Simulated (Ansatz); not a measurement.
# Iridium, hcp under RPBE: from relaxation to bulk modulus, part 2 of 2

What does RPBE give for iridium in the hcp structure? We relax it, solve it on a dense k-mesh, then scale the cell to 7 volumes from 88 to 112 % of the relaxed one and try a fit of the equation of state. Spin polarisation is left out. The k-meshes are 13×13×7 for the relaxation; 21×21×12 for the dense run; 15×15×8 for the volumes.

Ansatz 0.2.0; DFT, RPBE, plane waves (420 eV) with PAW, scalar-relativistic. The steps go on from the part before.

**6. At 96 % of the relaxed volume**

This is Ir in the hcp structure; at room conditions it is fcc.

The input, input.yaml:

```yaml
crystal:
  lattice:
    - [2.7226114498, 0.0, 0.0]
    - [-1.3613057249, 2.3578506802, 0.0]
    - [0.0, 0.0, 4.4148507657]
  atoms:
    - { symbol: Ir, position: [0.3333333333, 0.6666666667, 0.25] }
    - { symbol: Ir, position: [0.6666666667, 0.3333333333, 0.75] }
hamiltonian:
  xc: rpbe
  pseudopotentials:
    kind: paw
    azcp:
      Ir: "pseudopotentials/Ir.paw.azcp"
basis:
  ecutwfc: 420
  fft_grid_basis: typed
kpoints:
  mp_grid: { grid: [15, 15, 8], shift: [0, 0, 0] }
magnetization:
  spin_polarized: false
scf:
  occupations: { method: fermi_dirac, width: 0.1 }
  lower_state_search: "off"
output:
  stress: true
  write_density: true
  write_potential: true
  elf: true
  volumetric_format: npy
```

Log:

```text
Warning: RAYON_NUM_THREADS=2 ignored (pool sized by the plan → 2); use --threads N
Engine: ansatz 0.2.0, x86_64-unknown-linux-gnu
Pseudopotentials: kind: paw
Pseudopotential: Ir, paw, valence charge 17, recommended cutoff 420 eV (normal), <dir>
Functional definition: RPBE
  parameter kappa = 0.804
  parameter beta = 0.06672455060314922
  exchange = rpbe_x(kappa = kappa, mu = beta*pi^2/3)
  correlation = pbe_c(beta = beta)
Crystal: 2 atoms, lattice volume = 28.341 Å³
Basis set: ecut = 420 eV, 549 PW (Γ)
Bands: 21, of which v1, the nominal top of the filled ones, is band 17 counted from 1 (16 counted from 0)
Symmetry: 24 space group operations
Space group: P63/mmc (ITA 194), of the structure as read, at distance tolerance 3.0e-5 Å
k-points: 135 of 1800
Non-local potential: Ir, projectors of the file, l = 0: 3, l = 1: 2, l = 2: 2, l = 3: 1
PAW form: soft (Blöchl's): semilocal exchange-correlation on the pseudo side does not see the compensation charge
PAW frozen core: Ir, regenerated for the run's functional, and the local potential with it (the file was generated under x = pbe(κ = 0.804, μ = 0.2195149727645171), c = pbe(β = 0.06672455060314922))
PAW one-centre angular grid: Ir, 590 points (default); XC on 64 Gauss nodes
Initial density: superposition of atomic densities (neutral atoms: chi_scale 0, normalization atom), corrected by the library's trained network
Initial wavefunctions: pseudopotential atomic-orbital guess
Functional: x = rpbe, c = pbe(β = 0.06672455060314922)
SCF iter   1: F=—  HF=-23897.344336 eV  |F-HF|=—  |Δ(HF+E_count)|=         —  Δρ=8.02e-3  dr2=4.34e-3  ethr=1.77e-3  ⟨swp⟩=4.6  Hψ=10981  notcnv=0
preconditioner: auto → none  [metal: Δε(μ)=0.005 eV  Ē_g=8.071 eV  σ=0.100 eV  W_gap=0.01  n_scr=8 (ndim 8)  ℏωp=29.6 eV  f_vac=0.000  D(μ)=2.31/eV (n_scr^D=22)  sad-step TF]
SCF iter   2: F=—  HF=-23897.349329 eV  |F-HF|=—  |Δ(HF+E_count)|=   4.99e-3  Δρ=4.77e-3  dr2=1.67e-3  ethr=1.28e-5  ⟨swp⟩=1.9  Hψ=4796  notcnv=0
SCF iter   3: F=—  HF=-23897.351620 eV  |F-HF|=—  |Δ(HF+E_count)|=   2.29e-3  Δρ=2.88e-4  dr2=7.17e-6  ethr=4.90e-6  ⟨swp⟩=2.0  Hψ=4058  notcnv=0
SCF iter   4: F=—  HF=-23897.351625 eV  |F-HF|=—  |Δ(HF+E_count)|=   5.09e-6  Δρ=6.95e-5  dr2=1.21e-6  ethr=2.11e-8  ⟨swp⟩=2.5  Hψ=4967  notcnv=0
iter 5 did not close the SCF: its close was put off for the readings that it lacked (scf_convergence_deferred on its scf_iter line)
SCF iter   5: F=-23897.351624 eV  HF=-23897.351624 eV  |F-HF|=3.70e-9  |Δ(HF+E_count)|=   2.90e-7  Δρ=7.89e-6  dr2=9.05e-9  ethr=3.55e-9  ⟨swp⟩=2.9  Hψ=5565  notcnv=0
SCF iter   6: F=-23897.351624 eV  HF=-23897.351624 eV  |F-HF|=6.55e-11  |Δ(HF+E_count)|=   1.97e-9  Δρ=1.89e-6  dr2=3.98e-10  ethr=2.66e-11  ⟨swp⟩=4.1  Hψ=14899  notcnv=0
SCF 1 converged in 6 iterations: F = -23897.351624 eV  dr2 = 3.98e-10
SCF converged after 6 iterations
Free energy (F): -23897.351624 eV
Harris-Foulkes:  -23897.351624 eV  (|F-HF|=6.55e-11)
Internal energy: -23897.275862 eV  (E = F + TS)
E sigma→0 (E₀):  -23897.313743 eV
Entropy (-TS):   -0.075762 eV (-37.881 meV/atom)
Fermi energy:    25.977376 eV
--- Per-component energies (eV) ---
  E_band       = -162.970574
  E_kinetic    = 1247.575950
  E_local      = -2131.231620  (includes V_loc(G=0)·N_el)
  E_nonlocal   = 143.615672
  E_hartree    = 819.982316
  E_xc         = -536.993012
  E_vxc        = -600.830345  (∫ρ·V_xc dr)
  E_paw        = -18473.419463  (= ΣΔE_a)
  E_vpaw       = -462.065567  (= ΣTr[D̂ρ^β])
  E_aug_tail   = 0.000119  (compensation charges beyond the density's cutoff)
  E_ewald      = -4966.742780
  E_core_change = -0.063044  (= ΣΔE_core)
  E_smearing   = -0.075762  (= −TS)
  E_closure    = 0.000000  (closes the sum)
  Σ components = -23897.351624   (vs F -23897.351624, Δ=0.00e0)
--- Stress (GPa, compression-positive) ---
       14.584617      -0.000000       0.000000
        0.000000      14.584617       0.000000
        0.000000       0.000000      14.692805
  P = ⅓ Tr σ = 14.6207 GPa (146.207 kbar)
--- Band table (eV; the first three rows and the last of 135) ---
  k-point 0: bands = ["-66.9834", "-66.9155", "-24.2922", "-23.6002", "-23.6002", "-23.4931", "-23.4848", "-23.4848", "14.7594", "17.7920", "22.0248", "22.1210", "22.1210", "22.7807", "22.7807", "23.5848", "23.5848", "25.1379", "26.2481", "26.2481", "33.0737"]
  k-point 1: bands = ["-66.9808", "-66.9181", "-24.2630", "-23.5958", "-23.5958", "-23.5248", "-23.4893", "-23.4893", "14.9364", "17.8036", "21.9419", "22.0427", "22.0427", "22.6888", "22.6888", "23.8018", "23.8018", "24.4992", "26.2437", "26.2437", "33.9662"]
  k-point 2: bands = ["-66.9735", "-66.9255", "-24.1793", "-23.6145", "-23.5834", "-23.5834", "-23.5019", "-23.5019", "15.4431", "17.7866", "21.7338", "21.9275", "21.9275", "22.4629", "22.4629", "23.2087", "24.3118", "24.3118", "26.1734", "26.1734", "36.0390"]
  k-point 134: bands = ["-66.9019", "-66.9019", "-24.1207", "-24.1207", "-23.9517", "-23.9517", "-23.6387", "-23.6387", "19.6468", "19.6468", "20.4944", "20.4944", "21.8028", "21.8028", "23.5556", "23.5556", "26.2826", "26.2826", "33.1266", "33.1266", "33.8219"]
```

It took 1.7 s on 2 threads of Intel Xeon Platinum 8488C (Sapphire Rapids), shared host; peak memory 0.41 GiB.

Density in a lattice plane of the grid's cell (edges 2.72 and 4.41 Å, at 0.333 of the third edge), which holds Ir.

Values in e/Å³, 12 rows by 8 columns:
```
0.48 0.32 0.35 0.63 1.48 2.57 2.29 1.13
0.88 0.42 0.50 1.51 5.00 7.68 7.09 3.64
1.20 0.49 0.60 2.20 6.93 8.93 8.65 5.22
0.88 0.42 0.50 1.50 4.95 7.58 7.00 3.61
0.49 0.33 0.36 0.65 1.57 2.69 2.40 1.19
0.37 0.33 0.34 0.39 0.49 0.59 0.56 0.45
0.49 0.59 0.58 0.46 0.37 0.33 0.34 0.39
0.88 1.41 1.32 0.77 0.42 0.33 0.34 0.49
1.20 2.10 1.94 1.02 0.48 0.34 0.36 0.57
0.88 1.42 1.33 0.77 0.43 0.33 0.34 0.49
0.48 0.58 0.56 0.45 0.37 0.33 0.34 0.38
0.36 0.33 0.33 0.39 0.47 0.55 0.53 0.44
```
Columns run along the first of these edges and rows up along the second, over one cell in 8 and 12 even steps from the bottom left corner. Atoms in the plane (fractional): Ir at (0.67, 0.75).

ELF in the same plane.

Values, 12 rows by 8 columns:
```
0.27 0.29 0.28 0.29 0.42 0.52 0.50 0.36
0.32 0.31 0.29 0.41 0.66 0.64 0.66 0.59
0.37 0.33 0.32 0.48 0.67 0.41 0.51 0.65
0.32 0.31 0.29 0.40 0.66 0.63 0.65 0.59
0.27 0.29 0.28 0.29 0.42 0.51 0.49 0.37
0.31 0.27 0.28 0.31 0.29 0.26 0.26 0.30
0.27 0.26 0.26 0.29 0.31 0.29 0.29 0.30
0.32 0.40 0.38 0.31 0.28 0.28 0.29 0.27
0.37 0.49 0.47 0.35 0.27 0.28 0.28 0.27
0.32 0.40 0.39 0.31 0.27 0.28 0.29 0.27
0.27 0.25 0.26 0.28 0.31 0.29 0.29 0.30
0.32 0.27 0.28 0.32 0.28 0.24 0.25 0.30
```
Columns run along the first of these edges and rows up along the second, over one cell in 8 and 12 even steps from the bottom left corner. Atoms in the plane (fractional): Ir at (0.67, 0.75).

Both are smooth fields of the valence electrons: close to the nuclei they are not physical.

**7. At 100 % of the relaxed volume**

Changes to input.yaml since step 6:

```diff
@@ -2,5 +2,5 @@
   lattice:
-    - [2.7226114498, 0.0, 0.0]
-    - [-1.3613057249, 2.3578506802, 0.0]
-    - [0.0, 0.0, 4.4148507657]
+    - [2.7599121322, 0.0, 0.0]
+    - [-1.3799560661, 2.3901540187, 0.0]
+    - [0.0, 0.0, 4.4753356895]
   atoms:
@@ -26,5 +26 @@
   stress: true
-  write_density: true
-  write_potential: true
-  elf: true
-  volumetric_format: npy
```

Log, cut to the lines that bear on the results:

```text
Warning: RAYON_NUM_THREADS=2 ignored (pool sized by the plan → 2); use --threads N
[...]
Pseudopotentials: kind: paw
Pseudopotential: Ir, paw, valence charge 17, recommended cutoff 420 eV (normal), <dir>
Functional definition: RPBE
[...]
Crystal: 2 atoms, lattice volume = 29.522 Å³
Basis set: ecut = 420 eV, 573 PW (Γ)
Bands: 21, of which v1, the nominal top of the filled ones, is band 17 counted from 1 (16 counted from 0)
Symmetry: 24 space group operations
Space group: P63/mmc (ITA 194), of the structure as read, at distance tolerance 3.1e-5 Å
k-points: 135 of 1800
[...]
SCF iter   1: F=—  HF=-23897.395251 eV  |F-HF|=—  |Δ(HF+E_count)|=         —  Δρ=7.67e-3  dr2=4.38e-3  ethr=1.77e-3  ⟨swp⟩=4.5  Hψ=10835  notcnv=0
[...]
SCF iter   6: F=-23897.402807 eV  HF=-23897.402807 eV  |F-HF|=6.91e-11  |Δ(HF+E_count)|=   1.69e-9  Δρ=1.77e-6  dr2=3.97e-10  ethr=2.51e-11  ⟨swp⟩=1.4  Hψ=9128  notcnv=0
[...]
SCF converged after 6 iterations
Free energy (F): -23897.402807 eV
[...]
E sigma→0 (E₀):  -23897.362133 eV
Entropy (-TS):   -0.081347 eV (-40.674 meV/atom)
Fermi energy:    24.672965 eV
[...]
--- Stress (GPa, compression-positive) ---
       -0.067907       0.000000       0.000000
       -0.000000      -0.067907       0.000000
        0.000000       0.000000      -0.261888
  P = ⅓ Tr σ = -0.1326 GPa (-1.326 kbar)
```

Run time: 1.3 s. Hardware: 2 threads of Intel Xeon Platinum 8488C (Sapphire Rapids), shared host; peak memory 0.4 GiB.

**8. At 104 % of the relaxed volume**

Changes to input.yaml since step 7:

```diff
@@ -2,5 +2,5 @@
   lattice:
-    - [2.7599121322, 0.0, 0.0]
-    - [-1.3799560661, 2.3901540187, 0.0]
-    - [0.0, 0.0, 4.4753356895]
+    - [2.7962309305, 0.0, 0.0]
+    - [-1.3981154652, 2.4216070206, 0.0]
+    - [0.0, 0.0, 4.5342284391]
   atoms:
```

Log, cut to the lines that bear on the results:

```text
Warning: RAYON_NUM_THREADS=2 ignored (pool sized by the plan → 2); use --threads N
[...]
Pseudopotentials: kind: paw
Pseudopotential: Ir, paw, valence charge 17, recommended cutoff 420 eV (normal), <dir>
Functional definition: RPBE
[...]
Crystal: 2 atoms, lattice volume = 30.703 Å³
Basis set: ecut = 420 eV, 603 PW (Γ)
Bands: 21, of which v1, the nominal top of the filled ones, is band 17 counted from 1 (16 counted from 0)
Symmetry: 24 space group operations
Space group: P63/mmc (ITA 194), of the structure as read, at distance tolerance 3.1e-5 Å
k-points: 135 of 1800
[...]
SCF iter   1: F=—  HF=-23897.350192 eV  |F-HF|=—  |Δ(HF+E_count)|=         —  Δρ=7.38e-3  dr2=4.46e-3  ethr=1.77e-3  ⟨swp⟩=4.5  Hψ=10761  notcnv=0
[...]
SCF iter   6: F=-23897.357629 eV  HF=-23897.357629 eV  |F-HF|=3.78e-10  |Δ(HF+E_count)|=   1.45e-9  Δρ=2.88e-6  dr2=1.85e-9  ethr=1.88e-10  ⟨swp⟩=2.1  Hψ=9365  notcnv=0
[...]
SCF converged after 6 iterations
Free energy (F): -23897.357629 eV
[...]
E sigma→0 (E₀):  -23897.314099 eV
Entropy (-TS):   -0.087060 eV (-43.530 meV/atom)
Fermi energy:    23.467452 eV
[...]
--- Stress (GPa, compression-positive) ---
      -11.509738      -0.000000       0.000000
        0.000000     -11.509738       0.000000
        0.000000       0.000000     -11.938200
  P = ⅓ Tr σ = -11.6526 GPa (-116.526 kbar)
```

Wall time 1.3 s (2 threads of Intel Xeon Platinum 8488C (Sapphire Rapids), shared host); peak memory 0.4 GiB.

**9. At 108 % of the relaxed volume**

Changes to input.yaml since step 8:

```diff
@@ -2,5 +2,5 @@
   lattice:
-    - [2.7962309305, 0.0, 0.0]
-    - [-1.3981154652, 2.4216070206, 0.0]
-    - [0.0, 0.0, 4.5342284391]
+    - [2.8316300166, 0.0, 0.0]
+    - [-1.4158150083, 2.4522635285, 0.0]
+    - [0.0, 0.0, 4.5916298294]
   atoms:
```

Log, cut to the lines that bear on the results:

```text
Warning: RAYON_NUM_THREADS=2 ignored (pool sized by the plan → 2); use --threads N
[...]
Pseudopotentials: kind: paw
Pseudopotential: Ir, paw, valence charge 17, recommended cutoff 420 eV (normal), <dir>
Functional definition: RPBE
[...]
Crystal: 2 atoms, lattice volume = 31.884 Å³
Basis set: ecut = 420 eV, 615 PW (Γ)
Bands: 21, of which v1, the nominal top of the filled ones, is band 17 counted from 1 (16 counted from 0)
Symmetry: 24 space group operations
Space group: P63/mmc (ITA 194), of the structure as read, at distance tolerance 3.2e-5 Å
k-points: 135 of 1800
[...]
SCF iter   1: F=—  HF=-23897.230164 eV  |F-HF|=—  |Δ(HF+E_count)|=         —  Δρ=7.11e-3  dr2=4.50e-3  ethr=1.77e-3  ⟨swp⟩=4.4  Hψ=10610  notcnv=0
[...]
SCF iter   6: F=-23897.237338 eV  HF=-23897.237338 eV  |F-HF|=3.93e-10  |Δ(HF+E_count)|=   4.50e-9  Δρ=2.97e-6  dr2=2.18e-9  ethr=2.02e-10  ⟨swp⟩=2.1  Hψ=9398  notcnv=0
[...]
SCF converged after 6 iterations
Free energy (F): -23897.237338 eV
[...]
E sigma→0 (E₀):  -23897.190862 eV
Entropy (-TS):   -0.092951 eV (-46.476 meV/atom)
Fermi energy:    22.350059 eV
[...]
--- Stress (GPa, compression-positive) ---
      -20.405201       0.000000      -0.000000
        0.000000     -20.405201      -0.000000
       -0.000000      -0.000000     -21.023462
  P = ⅓ Tr σ = -20.6113 GPa (-206.113 kbar)
```

Run time: 1.3 s. Hardware: 2 threads of Intel Xeon Platinum 8488C (Sapphire Rapids), shared host; peak memory 0.4 GiB.

**10. At 112 % of the relaxed volume**

Changes to input.yaml since step 9:

```diff
@@ -2,5 +2,5 @@
   lattice:
-    - [2.8316300166, 0.0, 0.0]
-    - [-1.4158150083, 2.4522635285, 0.0]
-    - [0.0, 0.0, 4.5916298294]
+    - [2.8661654936, 0.0, 0.0]
+    - [-1.4330827468, 2.4821721289, 0.0]
+    - [0.0, 0.0, 4.6476308343]
   atoms:
```

Log, cut to the lines that bear on the results:

```text
Warning: RAYON_NUM_THREADS=2 ignored (pool sized by the plan → 2); use --threads N
[...]
Pseudopotentials: kind: paw
Pseudopotential: Ir, paw, valence charge 17, recommended cutoff 420 eV (normal), <dir>
Functional definition: RPBE
[...]
Crystal: 2 atoms, lattice volume = 33.065 Å³
Basis set: ecut = 420 eV, 639 PW (Γ)
Bands: 21, of which v1, the nominal top of the filled ones, is band 17 counted from 1 (16 counted from 0)
Symmetry: 24 space group operations
Space group: P63/mmc (ITA 194), of the structure as read, at distance tolerance 3.2e-5 Å
k-points: 135 of 1800
[...]
SCF iter   1: F=—  HF=-23897.052094 eV  |F-HF|=—  |Δ(HF+E_count)|=         —  Δρ=6.84e-3  dr2=4.47e-3  ethr=1.77e-3  ⟨swp⟩=4.3  Hψ=10559  notcnv=0
[...]
SCF iter   6: F=-23897.058807 eV  HF=-23897.058807 eV  |F-HF|=3.35e-10  |Δ(HF+E_count)|=   7.54e-9  Δρ=2.90e-6  dr2=2.21e-9  ethr=1.98e-10  ⟨swp⟩=2.1  Hψ=9406  notcnv=0
[...]
SCF converged after 6 iterations
Free energy (F): -23897.058807 eV
[...]
E sigma→0 (E₀):  -23897.009256 eV
Entropy (-TS):   -0.099101 eV (-49.551 meV/atom)
Fermi energy:    21.311747 eV
[...]
--- Stress (GPa, compression-positive) ---
      -27.272796       0.000000       0.000000
       -0.000000     -27.272796       0.000000
        0.000000       0.000000     -28.043932
  P = ⅓ Tr σ = -27.5298 GPa (-275.298 kbar)
```

Wall time 1.3 s (2 threads of Intel Xeon Platinum 8488C (Sapphire Rapids), shared host); peak memory 0.41 GiB.

**11. The equation of state**

All volumes keep the relaxed shape and fractional coordinates.

| V (Å³/atom) | E − E₀ (meV/atom) | P from the stress (GPa) | P from the fit (GPa) |
| --- | --- | --- | --- |
| 12.990 | 274.6 | 57.51 | 57.27 |
| 13.580 | 110.0 | 33.46 | 33.09 |
| 14.171 | 24.2 | 14.62 | 14.23 |
| 14.761 | 0.0 | -0.13 | -0.51 |
| 15.351 | 24.0 | -11.65 | -12.02 |
| 15.942 | 85.6 | -20.61 | -21.02 |
| 16.532 | 176.4 | -27.53 | -28.02 |

A third-order Birch-Murnaghan fit gives V₀ = 14.738 Å³/atom, B₀ = 327 GPa and B₀′ = 5.1; it misses no point by more than 0.06 meV/atom.

The fit is made to E(σ → 0), while the stress belongs to the free energy F; that is one source of the offset between the two pressures.

**12. Summary of results**

The summary covers parts 1 to 2.

```
                      quantity                                   value
space group (spins left aside)                      P6_3/mmc (No. 194)
             conventional cell  a = 2.760 Å, c = 4.475 Å (c/a = 1.622)
                        volume                          14.761 Å³/atom
             shortest distance                                 2.747 Å
               gap on the mesh            none (levels filled in part)
               relative to fcc                            +77 meV/atom
                   V₀, B₀, B₀′            14.738 Å³/atom, 327 GPa, 5.1
```

In words: From the guessed start the volume grew by 4.3 % in 8 steps. Against the reference form of iridium (fcc, computed apart with the same settings) it stands 77 meV/atom higher. No gap shows: it is a metal or semimetal at this level. B₀ comes out at 327 GPa, among the stiffest elements; letting shape and positions relax at each volume could only lower it. Relaxation kept the symmetry; phonons were not checked.
